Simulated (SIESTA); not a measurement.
As:

```
As
1.0
     2.70368    0.00000    0.00000
     0.00000    2.70368    0.00000
     0.00000    0.00000    2.70368
As
1
Direct
  0.50000 0.50000 0.50000
```

This isn't the form of As at room conditions, which is rhombohedral.

- Program: SIESTA 5.4.2
- Task: relaxation of cell and atoms
- Functional: PBE
- Potentials or basis: PseudoDojo 0.4 standard (PBE files)
- Basis: DZP (energy shift 0.003 Ry; two zetas on semicore shells)
- Grid cutoff: 500 Ry
- Energy shift: 0.003 Ry
- k mesh: 7 × 7 × 7
- Occupations: fermi-dirac, width 0.05 eV
- Spin: no spin polarisation

At the start: pressure 5.6 GPa; volume 19.76 Å³/atom.

Question: Where does the relaxation end?

Answer: Over 4 steps the energy falls by 21.6 meV/atom and the volume is 21.15 Å³/atom (+7.0 %); space group Pm-3m (No. 221, to 0.05 Å).

Step by step:
```csv
step,energy change (eV),largest force (eV/Å),pressure (GPa),volume (Å³)
1,0.0000,0.0000,5.61,19.76
2,-0.0011,0.0000,5.40,19.80
3,-0.0197,0.0000,1.51,20.74
4,-0.0216,0.0000,-0.01,21.15
```

Final structure:
```yaml
crystal:
  lattice:
    - [2.76534, 0.00000, 0.00000]
    - [0.00000, 2.76534, 0.00000]
    - [0.00000, 0.00000, 2.76534]
  atoms:
    - { symbol: As, position: [0.50000, 0.50000, 0.50000] }
```

Caveat: the basis of atomic orbitals isn't converged, which shifts pressures, moduli and gaps.
